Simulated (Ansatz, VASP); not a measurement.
## Two plane-wave programs on Bi

Contents of INCAR:

```
SYSTEM = Bi
ALGO = Fast
EDIFF = 1E-6
ENCUT = 520
GGA = PS
ISIF = 2
ISMEAR = 0
LASPH = .TRUE.
LCHARG = .FALSE.
LREAL = .FALSE.
LWAVE = .FALSE.
NBANDS = 14
NELM = 80
PREC = Accurate
SIGMA = 0.1
```

Contents of KPOINTS:

```
k-points
0
G
  14 14 14
  0 0 0
```

POSCAR

```
Bi
1.0
    2.9972385111      0.0000000000      0.0000000000
    0.0000000000      2.9972385111      0.0000000000
    0.0000000000      0.0000000000      2.9972385111
Bi
1
Direct
    0.5000000000      0.5000000000      0.5000000000
```

Input for Ansatz:

```yaml
crystal:
  lattice:
    - [2.9972385111, 0.0, 0.0]
    - [0.0, 2.9972385111, 0.0]
    - [0.0, 0.0, 2.9972385111]
  atoms:
    - { symbol: Bi, position: [0.5, 0.5, 0.5] }
basis:
  ecutwfc: 420
kpoints:
  mp_grid: { grid: [14, 14, 14] }
hamiltonian:
  xc: pbesol
scf:
  occupations: { method: gaussian, width: 0.1 }
output:
  forces: true
  stress: true
  eigenvalues: true
```

Alike in both runs: task single point; functional PBEsol; k mesh 14 × 14 × 14; occupations gaussian, width 0.1 eV; no spin polarisation.

```csv
,VASP,Ansatz
version,VASP 6.6.1,Ansatz 0.2.0
potentials or method,"VASP PAW PBE potentials, release 64 (Bi_d)","scalar-relativistic, plane waves, PAW"
plane-wave cutoff (eV),520,420
valence electrons in the cell,15,15
```

```csv
,VASP,Ansatz,Ansatz less VASP
gap on the k mesh at the Fermi level (eV),none,none,-
pressure (GPa),19.1,19.1,+0.03
```

A gap of «none» marks a metal or a gap that the smearing closes. The functional is the same, so the differences come from potentials, cutoffs and numerics.

Caveats: so large a pressure means that the cell lies far from this level's equilibrium, or that cutoff or potentials fall short (VASP); the potentials were made for another functional, which shifts forces and pressure (VASP); spin-orbit coupling is left out, which moves the levels of the heavy elements.
